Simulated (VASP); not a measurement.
# BN in VASP: notebook

The runs below take BN through relaxation of cell and atoms, with LDA, r2SCAN+rVV10, PBE+D3(BJ).

Program: VASP 6.6.1. These are calculated values, not measurements. Logs are shortened: lines on timing, memory, paths and dates and some standing lists are left out, and cuts for length are marked.

## Step 1: Starting point

The cell holds a slab with vacuum, 2 atoms: a = 2.489 Å, b = 2.489 Å, c = 18.000 Å, α = 90.00°, β = 90.00°, γ = 120.00°.

## Step 2: Relaxation of cell and atoms, LDA

INCAR

```
SYSTEM = BN
ALGO     = Normal         ! electronic algorithm
EDIFF    = 1E-7           ! SCF threshold, eV
EDIFFG   = -0.005         ! ionic threshold
ENCUT    = 600            ! plane-wave cutoff, eV
IBRION   = 2              ! ionic algorithm
ISIF     = 3              ! what is computed and relaxed
ISMEAR   = 0              ! smearing method
LASPH    = .True.         ! aspherical terms in the spheres
LATTICE_CONSTRAINTS= .TRUE. .TRUE. .FALSE.
LCHARG   = .False.        ! write CHGCAR
LREAL    = .False.        ! projectors in reciprocal space
LWAVE    = .False.        ! write WAVECAR
NELM     = 80             ! most SCF steps
NSW      = 90             ! ionic steps
PREC     = Accurate       ! precision mode
SIGMA    = 0.03           ! smearing width, eV
```

KPOINTS

```
k-points
0
Gamma
  15 15 1
  0 0 0
```

POSCAR

```
BN                                      
1.0
    2.4888382045      0.0000000000      0.0000000000
   -1.2444191023      2.1553971063      0.0000000000
    0.0000000000      0.0000000000     18.0000000000
  B               N             
     1     1
Direct
     0.6666666699999979    0.3333333300000021    0.5000000000000000
     0.3333333300000021    0.6666666699999979    0.5000000000000000
```

Potentials or basis: VASP PAW LDA potentials, release 64 (B, N).

Run with:

```console
$ cat potpaw_LDA.64/B/POTCAR potpaw_LDA.64/N/POTCAR > POTCAR
$ mpirun -np 1 vasp_std > vasp.out
```

OUTCAR:

```text
SYSTEM = BN
   EDIFF = 1E-7
   EDIFFG = -0.005
   ENCUT = 600
   IBRION = 2
   ISIF = 3
   ISMEAR = 0
   LASPH = .True.
   LREAL = .False.
   NELM = 80
   NSW = 90
   PREC = Accurate

 ion  position               nearest neighbor table
   1  0.667  0.333  0.500-   2 1.44   2 1.44   2 1.44
   2  0.333  0.667  0.500-   1 1.44   1 1.44   1 1.44

  LATTYP: Found a hexagonal cell.
 ALAT       =     2.4888382045
 C/A-ratio  =     7.2322901374

  Lattice vectors:

 A1 = (   2.4888382045,   0.0000000000,   0.0000000000)
 A2 = (  -1.2444191023,   2.1553971063,   0.0000000000)
 A3 = (   0.0000000000,   0.0000000000,  18.0000000000)

Analysis of symmetry for initial positions (statically):
=====================================================================
 Subroutine PRICEL returns:
 Original cell was already a primitive cell.

 Routine SETGRP: Setting up the symmetry group for a
 hexagonal supercell.

 Subroutine GETGRP returns: Found 12 space group operations
 (whereof 12 operations were pure point group operations)
 out of a pool of 24 trial point group operations.

The static configuration has the point symmetry D_3h.

Analysis of symmetry for dynamics (positions and initial velocities):
=====================================================================
 Subroutine PRICEL returns:
 Original cell was already a primitive cell.

 Routine SETGRP: Setting up the symmetry group for a
 hexagonal supercell.

 Subroutine GETGRP returns: Found 12 space group operations
 (whereof 12 operations were pure point group operations)
 out of a pool of 24 trial point group operations.

The dynamic configuration has the point symmetry D_3h.

 Subroutine INISYM returns: Found 12 space group operations
 (whereof 12 operations are pure point group operations),
 and found     1 'primitive' translations

----------------------------------------------------------------------------------------

                                     Primitive cell

  volume of cell :      96.5598

  direct lattice vectors                    reciprocal lattice vectors
     2.488838204  0.000000000  0.000000000     0.401793897  0.231975815  0.000000000
    -1.244419102  2.155397106  0.000000000     0.000000000  0.463951630  0.000000000
     0.000000000  0.000000000 18.000000000     0.000000000  0.000000000  0.055555556

  length of vectors
     2.488838204  2.488838200 18.000000000     0.463951629  0.463951630  0.055555556

  position of ions in fractional coordinates (direct lattice)
     0.666666670  0.333333330  0.500000000
     0.333333330  0.666666670  0.500000000

  ion indices of the primitive-cell ions
   primitive index   ion index
                 1           1
                 2           2

----------------------------------------------------------------------------------------

 KPOINTS: k-points

Automatic generation of k-mesh.
 Grid dimensions read from file:
 generate k-points for:   15   15    1

 Generating k-lattice:

  Cartesian coordinates                     Fractional coordinates (reciprocal lattice)
     0.026786260  0.015465054  0.000000000     0.066666667  0.000000000  0.000000000
     0.000000000  0.030930109  0.000000000     0.000000000  0.066666667  0.000000000
     0.000000000  0.000000000  0.055555556     0.000000000  0.000000000  1.000000000

  Length of vectors
     0.030930109  0.030930109  0.055555556

  Shift w.r.t. Gamma in fractional coordinates (k-lattice)
     0.000000000  0.000000000  0.000000000

 Subroutine IBZKPT returns following result:
 ===========================================

 Found     27 irreducible k-points:

 Following reciprocal coordinates:
            Coordinates               Weight
  0.000000  0.000000  0.000000      1.000000
  0.066667  0.000000  0.000000      6.000000
  0.133333  0.000000  0.000000      6.000000
  0.200000  0.000000  0.000000      6.000000
  0.266667  0.000000  0.000000      6.000000
  0.333333  0.000000  0.000000      6.000000
[... 16 lines left out ...]
  0.333333  0.200000  0.000000     12.000000
  0.400000  0.200000  0.000000      6.000000
 [... further k-points ...]
   k-points           NKPTS =     27   k-points in BZ     NKDIM =     27   number of bands    NBANDS=      8
   number of dos      NEDOS =    301   number of ions     NIONS =      2
   total plane-waves  NPLWV =  57600
   dimension x,y,z NGX =    20 NGY =   20 NGZ =  144
   dimension x,y,z NGXF=    40 NGYF=   40 NGZF=  288
   ions per type =               1   1
   NGX,Y,Z   is equivalent  to a cutoff of  13.36, 13.36, 13.30 a.u.
   NGXF,Y,Z  is equivalent  to a cutoff of  26.72, 26.72, 26.60 a.u.
 SYSTEM =  BN
   PREC   = accura    normal or accurate (medium, high low for compatibility)
   ISTART =      0    job   : 0-new  1-cont  2-samecut
   ICHARG =      2    charge: 1-file 2-atom 10-const
   ISPIN  =      1    spin polarized calculation?
   LNONCOLLINEAR =      F non collinear calculations
   LSORBIT =      F    spin-orbit coupling
[... 66 lines left out ...]
      4      -5.8785      2.00000
      5       0.2482      0.00000
      6       1.3502      0.00000
      7       1.7531      0.00000
      8       2.9025      0.00000

 k-point     2 :       0.0667    0.0000    0.0000
  band No.  band energies     occupation
      1     -22.0222      2.00000
      2      -9.8344      2.00000
      3      -6.2387      2.00000
      4      -6.0513      2.00000
      5       0.3971      0.00000
      6       1.4859      0.00000
      7       1.8975      0.00000
      8       3.0367      0.00000

 k-point     3 :       0.1333    0.0000    0.0000
  band No.  band energies     occupation
      1     -21.7647      2.00000
      2      -9.4853      2.00000
      3      -7.2022      2.00000
      4      -6.5017      2.00000
      5       0.8300      0.00000
      6       1.8877      0.00000
      7       2.3290      0.00000
      8       3.4313      0.00000

 k-point     4 :       0.2000    0.0000    0.0000
  band No.  band energies     occupation
      1     -21.3460      2.00000
      2      -8.9152      2.00000
      3      -8.5278      2.00000
      4      -7.0852      2.00000
      5       1.5266      0.00000
      6       2.5255      0.00000
      7       3.0452      0.00000
      8       4.0333      0.00000

 k-point     5 :       0.2667    0.0000    0.0000
  band No.  band energies     occupation
      1     -20.7866      2.00000
      2      -9.9928      2.00000
      3      -8.1477      2.00000
      4      -7.6702      2.00000
      5       2.4703      0.00000
      6       3.1463      0.00000
      7       4.0425      0.00000
      8       4.4435      0.00000

 k-point     6 :       0.3333    0.0000    0.0000
  band No.  band energies     occupation
      1     -20.1300      2.00000
      2     -11.4181      2.00000
      3      -8.1670      2.00000
      4      -7.2325      2.00000
      5       2.4930      0.00000
      6       3.6214      0.00000
      7       5.1437      0.00000
      8       5.3008      0.00000

 k-point     7 :       0.4000    0.0000    0.0000
  band No.  band energies     occupation
      1     -19.4711      2.00000
      2     -12.6266      2.00000
      3      -8.5220      2.00000
      4      -6.2854      2.00000
      5       1.2119      0.00000
      6       4.7824      0.00000
      7       6.3204      0.00000
      8       6.5553      0.00000
[... 133 lines left out ...]
 k-point    20 :       0.4000    0.1333    0.0000
  band No.  band energies     occupation
      1     -18.8369      2.00000
      2     -13.1877      2.00000
      3      -9.6135      2.00000
      4      -5.3354      2.00000
      5       0.3249      0.00000
      6       6.5092      0.00000
      7       7.9795      0.00000
      8       8.3901      0.00000

 k-point    21 :       0.2000    0.2000    0.0000
  band No.  band energies     occupation
      1     -19.9744      2.00000
      2     -11.0466      2.00000
      3      -9.3041      2.00000
      4      -7.0184      2.00000
      5       2.5602      0.00000
      6       4.0114      0.00000
      7       5.3813      0.00000
      8       5.6237      0.00000

 k-point    22 :       0.2667    0.2000    0.0000
  band No.  band energies     occupation
      1     -19.3508      2.00000
      2     -11.9728      2.00000
      3      -9.9722      2.00000
      4      -6.1242      2.00000
      5       1.5427      0.00000
      6       5.3377      0.00000
      7       6.6091      0.00000
      8       7.0473      0.00000

 k-point    23 :       0.3333    0.2000    0.0000
  band No.  band energies     occupation
      1     -18.8169      2.00000
      2     -12.7419      2.00000
      3     -10.3621      2.00000
      4      -5.3199      2.00000
      5       0.6100      0.00000
      6       6.7976      0.00000
      7       7.8681      0.00000
      8       8.5858      0.00000

 k-point    24 :       0.4000    0.2000    0.0000
  band No.  band energies     occupation
      1     -18.5927      2.00000
      2     -13.0548      2.00000
      3     -10.4884      2.00000
      4      -4.9617      2.00000
      5       0.2010      0.00000
      6       7.7269      0.00000
      7       8.3481      0.00000
      8       8.8287      0.00000

 [... further k-points ...]
[... 5 lines left out ...]
  --------------------------------------------------------------------------------------
  -------------------------------------------------------------------------------------
  Total       -0.0027477     -0.0027477     -0.0268816      0.0000000      0.0000000      0.0000000
  in kB       -0.0455922     -0.0455922     -0.4460353      0.0000000      0.0000000      0.0000000
  external PRESSURE =      -0.1790732 kB  Pullay stress =       0.0000000 kB

 VOLUME and BASIS-vectors are now :
 -----------------------------------------------------------------------------
  energy-cutoff  :      600.00
  volume of cell :       96.56
      direct lattice vectors                 reciprocal lattice vectors
     2.488838204  0.000000000  0.000000000     0.401793897  0.231975815  0.000000000
    -1.244419102  2.155397106  0.000000000     0.000000000  0.463951630  0.000000000
     0.000000000  0.000000000 18.000000000     0.000000000  0.000000000  0.055555556

 POSITION                                       TOTAL-FORCE (eV/Angst)
 -----------------------------------------------------------------------------------
      1.24442      0.71847      9.00000        -0.000000      0.000000      0.000000
     -0.00000      1.43693      9.00000         0.000000     -0.000000      0.000000
 -----------------------------------------------------------------------------------
    total drift:                                0.000008     -0.000005      0.000000

  FREE ENERGIE OF THE ION-ELECTRON SYSTEM (eV)
  ---------------------------------------------------
  free  energy   TOTEN  =       -19.2386839206 eV

  energy  without entropy=      -19.2386839206  energy(sigma->0) =      -19.23868392

 reached required accuracy - stopping structural energy minimisation
```

It took 18 s on 1 thread of Intel Xeon Platinum 8559C (Emerald Rapids), shared host; peak memory 0.19 GiB.

What came out:

```yaml
Free_energy: -19.2387 eV
Band_gap_on_the_k_mesh: 4.60 eV, direct
```

Final structure:
```xyz
2
Lattice="2.4888 0.0000 0.0000 -1.2444 2.1554 0.0000 0.0000 0.0000 18.0000" Properties=species:S:1:pos:R:3 pbc="T T T"
B     1.2444    0.7185    9.0000
N     0.0000    1.4369    9.0000
```

Caveat: the relaxation stopped at its first step, so nothing moved.

## Step 3: Relaxation of cell and atoms, r2SCAN+rVV10

This run uses another cell than the first one, of 48.65 Å³/atom, 1.008 times its volume.

INCAR

```
PREC = Accurate
ENCUT = 600
EDIFF = 1E-6
ISMEAR = 0
SIGMA = 0.03
LREAL = F
LASPH = T
NELM = 120
ALGO = Normal
ISIF = 3
LWAVE = F
LCHARG = F
METAGGA = R2SCAN
LMIXTAU = T
LUSE_VDW = T
IVDW_NL = 2
BPARAM = 11.95
CPARAM = 0.0093
IBRION = 2
NSW = 90
EDIFFG = -0.01
LATTICE_CONSTRAINTS = .TRUE. .TRUE. .FALSE.
```

KPOINTS

```
regular mesh
0
Gamma
  15 15 1
```

POSCAR

```
BN
1.0
    2.4982400000      0.0000000000      0.0000000000
   -1.2491200000      2.1635393000      0.0000000000
    0.0000000000      0.0000000000     18.0000000000
B N
1 1
Direct
    0.6666666700      0.3333333300      0.5000000000
    0.3333333300      0.6666666700      0.5000000000
```

Potentials or basis: VASP PAW PBE potentials, release 64 (B, N).

Run with:

```console
$ cat potpaw_PBE.64/B/POTCAR potpaw_PBE.64/N/POTCAR > POTCAR
$ mpirun -np 1 vasp_std > vasp.out
```

Run time: 16 min. Hardware: 1 thread of Intel Xeon Platinum 8375C at 2.90GHz (Ice Lake), shared host; peak memory 0.46 GiB.

It converged, with:

```yaml
Free_energy: -19.0022 eV
Relaxed_volume: 48.76 Å³/atom
Relaxed_cell: a = 2.501 Å, b = 2.501 Å, c = 18.000 Å, α = 90.00°, β = 90.00°, γ = 120.00°
Space_group_after_relaxing_to_0.05_Å: P-6m2 (No. 187)
Energy_gained_by_relaxing: 0.1 meV/atom
Ionic_steps: 3
Band_gap_on_the_k_mesh: 5.20 eV, indirect (least direct gap 5.42 eV)
```

Step by step:
```csv
step,energy change (eV),largest force (eV/Å),pressure (GPa),volume (Å³)
1,0.0000,0.0000,0.15,97.29
2,0.0006,0.0000,-0.34,97.99
3,-0.0002,0.0000,-0.01,97.52
```

Final structure:
```xyz
2
Lattice="2.5012 0.0000 0.0000 -1.2506 2.1661 0.0000 0.0000 0.0000 18.0000" Properties=species:S:1:pos:R:3 pbc="T T T"
B     1.2506    0.7220    9.0000
N     0.0000    1.4441    9.0000
```

Levels at points of the mesh, in eV from the valence-band top:
```csv
k point,band 1,band 2,band 3,band 4,band 5,band 6,band 7,band 8
"(0.00, 0.00, 0.00)",-18.70,-5.41,-1.36,-1.36,5.20,6.12,6.36,7.62
```

Caveat: the PAW data sets were made with another functional, which shifts forces and pressure a little.

## Step 4: Relaxation of cell and atoms, r2SCAN+rVV10

This run uses another cell than the first one, of 48.76 Å³/atom, 1.010 times its volume.

Edit INCAR of step 3 so:

```diff
@@ -2,3 +2,3 @@
 ENCUT = 600
-EDIFF = 1E-6
+EDIFF = 1E-7
 ISMEAR = 0
@@ -20,3 +20,3 @@
 NSW = 90
-EDIFFG = -0.01
+EDIFFG = -0.005
 LATTICE_CONSTRAINTS = .TRUE. .TRUE. .FALSE.
```

KPOINTS is that of step 3.

POSCAR

```
BN                                      
1.0
    2.5012026931      0.0000000000      0.0000000000
   -1.2506013466      2.1661050675      0.0000000000
    0.0000000000      0.0000000000     18.0000000000
  B               N             
     1     1
Direct
     0.6666666699999979    0.3333333300000021    0.5000000000000000
     0.3333333300000021    0.6666666699999979    0.5000000000000000
```

Run with:

```console
$ cat potpaw_PBE.64/B/POTCAR potpaw_PBE.64/N/POTCAR > POTCAR
$ mpirun -np 1 vasp_std > vasp.out
```

Run time: 7.2 min. Hardware: 1 thread of Intel Xeon Platinum 8375C at 2.90GHz (Ice Lake), shared host; peak memory 0.45 GiB.

The run converged. Its results:

| Quantity | Value |
| --- | --- |
| Free energy | -19.0023 eV |
| Band gap on the k mesh | 5.19 eV, indirect (least direct gap 5.42 eV) |

Final structure:
```
CELL_PARAMETERS angstrom
2.50120 0.00000 0.00000
-1.25060 2.16611 0.00000
0.00000 0.00000 18.00000
ATOMIC_POSITIONS crystal
B 0.66667 0.33333 0.50000
N 0.33333 0.66667 0.50000
```

Levels at points of the mesh, in eV from the valence-band top:
```
           k point  band 2  band 3  band 4  band 5  band 6  band 7
(0.00, 0.00, 0.00)   -5.41   -1.36   -1.36    5.19    6.11    6.37
```

Caveat: the relaxation stopped at its first step, so nothing moved; the PAW data sets were made with another functional, which shifts forces and pressure a little. r2SCAN opens gaps a little over a GGA but as a rule still falls short of measured ones.

## Step 5: Relaxation of cell and atoms, PBE+D3(BJ)

This run uses another cell than the first one, of 48.65 Å³/atom, 1.008 times its volume.

INCAR

```
  ALGO = Normal
  EDIFF = 1E-6
  EDIFFG = -0.01
  ENCUT = 600
  GGA = PE
  IBRION = 2
  ISIF = 3
  ISMEAR = 0
  IVDW = 12
  KPAR = 2
  LASPH = True
  LATTICE_CONSTRAINTS = .TRUE. .TRUE. .FALSE.
  LCHARG = False
  LREAL = False
  LWAVE = False
  NELM = 80
  NSW = 90
  PREC = Accurate
  SIGMA = 0.03
```

KPOINTS

```
k-points
0
Gamma
  15 15 1
```

POSCAR

```
BN
1.0
    2.4982400000      0.0000000000      0.0000000000
   -1.2491200000      2.1635393000      0.0000000000
    0.0000000000      0.0000000000     18.0000000000
B N
1 1
Direct
    0.6666666700      0.3333333300      0.5000000000
    0.3333333300      0.6666666700      0.5000000000
```

Run with:

```console
$ cat potpaw_PBE.64/B/POTCAR potpaw_PBE.64/N/POTCAR > POTCAR
$ mpirun -np 2 vasp_std > vasp.out
```

It took 48 s on 2 MPI ranks of Intel Xeon Platinum 8375C at 2.90GHz (Ice Lake), shared host; peak memory 0.23 GiB.

The run converged. Its results:

```yaml
Free_energy: -17.7575 eV
Relaxed_volume: 49.06 Å³/atom
Relaxed_cell: a = 2.509 Å, b = 2.509 Å, c = 18.000 Å, α = 90.00°, β = 90.00°, γ = 120.00°
Space_group_after_relaxing_to_0.05_Å: P-6m2 (No. 187)
Energy_gained_by_relaxing: 1.1 meV/atom
Ionic_steps: 3
Band_gap_on_the_k_mesh: 4.67 eV, direct
Dispersion_energy_per_atom: -0.077 eV
```

The path:
```csv
step,energy change (eV),largest force (eV/Å),pressure (GPa),volume (Å³)
1,0.0000,0.0000,0.55,97.29
2,0.0058,0.0000,-1.05,99.72
3,-0.0021,0.0000,-0.02,98.11
```

Final structure:
```
CELL_PARAMETERS angstrom
2.50879 0.00000 0.00000
-1.25440 2.17268 0.00000
0.00000 0.00000 18.00000
ATOMIC_POSITIONS crystal
B 0.66667 0.33333 0.50000
N 0.33333 0.66667 0.50000
```

Levels at points of the mesh, in eV from the valence-band top:
| k point | band 1 | band 2 | band 3 | band 4 | band 5 | band 6 | band 7 | band 8 |
| --- | --- | --- | --- | --- | --- | --- | --- | --- |
| (0.00, 0.00, 0.00) | -17.64 | -5.22 | -1.35 | -1.35 | 4.69 | 5.63 | 5.94 | 7.15 |

Zero-point motion and thermal expansion aren't in these numbers.

## Step 6: Relaxation of cell and atoms, PBE+D3(BJ)

This run uses another cell than the first one, of 49.06 Å³/atom, 1.016 times its volume.

Edit INCAR of step 5 so:

```diff
@@ -1,4 +1,4 @@
   ALGO = Normal
-  EDIFF = 1E-6
-  EDIFFG = -0.01
+  EDIFF = 1E-7
+  EDIFFG = -0.005
   ENCUT = 600
```

KPOINTS is that of step 5.

POSCAR

```
BN                                      
1.0
    2.5087934974      0.0000000000      0.0000000000
   -1.2543967487      2.1726788968      0.0000000000
    0.0000000000      0.0000000000     18.0000000000
  B               N             
     1     1
Direct
     0.6666666699999979    0.3333333300000021    0.5000000000000000
     0.3333333300000021    0.6666666699999979    0.5000000000000000
```

Potentials or basis: VASP PAW PBE potentials, release 64 (B, N).

Run with:

```console
$ cat potpaw_PBE.64/B/POTCAR potpaw_PBE.64/N/POTCAR > POTCAR
$ mpirun -np 2 vasp_std > vasp.out
```

Wall time 26 s (2 MPI ranks of Intel Xeon Platinum 8375C at 2.90GHz (Ice Lake), shared host); peak memory 0.23 GiB.

The run converged. Its results:

```
Free energy                : -17.7579 eV
Band gap on the k mesh     : 4.67 eV, direct
Dispersion energy per atom : -0.077 eV
```

Final structure:
```cif
data_structure
_symmetry_space_group_name_H-M 'P 1'
_symmetry_Int_Tables_number 1
_cell_length_a 2.5088
_cell_length_b 2.5088
_cell_length_c 18.0000
_cell_angle_alpha 90.000
_cell_angle_beta 90.000
_cell_angle_gamma 120.000
_cell_volume 98.11
loop_
_atom_site_label
_atom_site_type_symbol
_atom_site_fract_x
_atom_site_fract_y
_atom_site_fract_z
_atom_site_occupancy
B1 B 0.66667 0.33333 0.50000 1
N1 N 0.33333 0.66667 0.50000 1
```

Levels at points of the mesh, in eV from the valence-band top:
```csv
k point,band 1,band 2,band 3,band 4,band 5,band 6,band 7,band 8
"(0.00, 0.00, 0.00)",-17.64,-5.22,-1.35,-1.35,4.69,5.62,6.04,7.22
```

Caveat: the relaxation stopped at its first step, so nothing moved. A hybrid or GW would open this gap; PBE tends to underestimate it.

## Step 7: Summary

```tsv
level	potentials or basis	gap on the mesh (eV)
LDA	VASP PAW LDA potentials, release 64 (B, N)	4.60
r2SCAN+rVV10	VASP PAW PBE potentials, release 64 (B, N)	5.19
PBE+D3(BJ)	VASP PAW PBE potentials, release 64 (B, N)	4.67
```

Alike in all rows: task relaxation of cell and atoms; no spin polarisation; cell relaxed; k mesh 15 × 15 × 1; cutoff (eV) 600; smearing gaussian 0.03 eV.

Caveats: the relaxation stopped at its first step, so nothing moved; the PAW data sets were made with another functional, which shifts forces and pressure a little (some runs).

Absolute energies hang on the potentials; compare differences alone.
